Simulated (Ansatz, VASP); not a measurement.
# NaH: VASP beside Ansatz

Contents of INCAR:

```
SYSTEM = NaH
ALGO = Normal ; EDIFF = 1E-6
ENCUT = 520 ; GGA = PE
ISIF = 2 ; ISMEAR = 0
LASPH = .True. ; LCHARG = .False.
LREAL = .False. ; LWAVE = .False.
NBANDS = 11 ; NELM = 100
PREC = Accurate ; SIGMA = 0.05
```

The input KPOINTS:

```
k-points
0
Gamma
  8 8 8
  0 0 0
```

File POSCAR:

```
NaH
1.0
    0.0000000000      2.5010000000      2.5620000000
    2.5010000000      0.0000000000      2.5620000000
    2.5010000000      2.5010000000      0.0000000000
Na H
1 1
Direct
    0.0000000000      0.0000000000      0.0000000000
    0.5000000000      0.5000000000      0.5000000000
```

Input for Ansatz:

```yaml
crystal:
  lattice:
    - [0.0, 2.501, 2.562]
    - [2.501, 0.0, 2.562]
    - [2.501, 2.501, 0.0]
  atoms:
    - { symbol: Na, position: [0.0, 0.0, 0.0] }
    - { symbol: H, position: [0.5, 0.5, 0.5] }
basis:
  ecutwfc: 420
kpoints:
  mp_grid: { grid: [8, 8, 8] }
hamiltonian:
  xc: pbe
scf:
  occupations: { method: gaussian, width: 0.05 }
output:
  forces: true
  stress: true
  eigenvalues: true
```

Change from the starting cell: strain +0.025 along x and y, +0.050 along z, atoms carried along.

Alike in both runs: task single point; functional PBE; k mesh 8 × 8 × 8; occupations gaussian, width 0.05 eV; no spin polarisation.

|  | VASP | Ansatz |
| --- | --- | --- |
| version | VASP 6.6.1 | Ansatz 0.2.0 |
| potentials or method | VASP PAW PBE potentials, release 64 (Na_pv, H) | scalar-relativistic, plane waves, PAW |
| plane-wave cutoff (eV) | 520 | 420 |
| valence electrons in the cell | 8 | 10 |

```tsv
	VASP	Ansatz	Ansatz less VASP
gap on the k mesh at the Fermi level (eV)	3.53	3.54	+0.001
least direct gap on the mesh (eV)	4.34	4.35	+0.003
pressure (GPa)	-2.4	-2.3	+0.04
largest component of the traceless stress (GPa)	0.24	0.24	-0.003
```

The two sets of potentials don't hold the same shells in valence.

A k mesh can miss the band edges.
